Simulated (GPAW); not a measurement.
The system is CdTe.

```
CELL_PARAMETERS angstrom
0.00000 3.20500 3.20500
3.20500 0.00000 3.20500
3.20500 3.20500 0.00000
ATOMIC_POSITIONS crystal
Te 0.25000 0.25000 0.25000
Cd 0.00000 0.00000 0.00000
```

Base run:

| Property | Result |
| --- | --- |
| Program | GPAW 26.7.0 |
| Functional | BEEF-vdW |
| Potentials or basis | GPAW PAW data sets (gpaw-data 1.2.1) |
| Cutoff | 600 eV |
| Basis | pw |
| k mesh | 6 × 6 × 6 |
| Occupations | fermi-dirac, width 0.05 eV |
| Spin | spin-orbit coupling, no magnetisation |

Its results: band gap on the k mesh 0.67 eV, direct.

The run is repeated on the same cell with these changes: functional from BEEF-vdW to LDA; potentials or basis from GPAW PAW data sets (gpaw-data 1.2.1) to the program's PAW data sets (release 1.2.1) made for this functional. What comes out?

Band gap on the k mesh 0.28 eV, direct.

Caveats: spin-orbit coupling was added after a scalar SCF, so levels and gaps hold it while energy, forces, pressure and moments don't; this program's spin-orbit splittings come out too wide for heavy elements.

Not every run made on this cell is shown here.
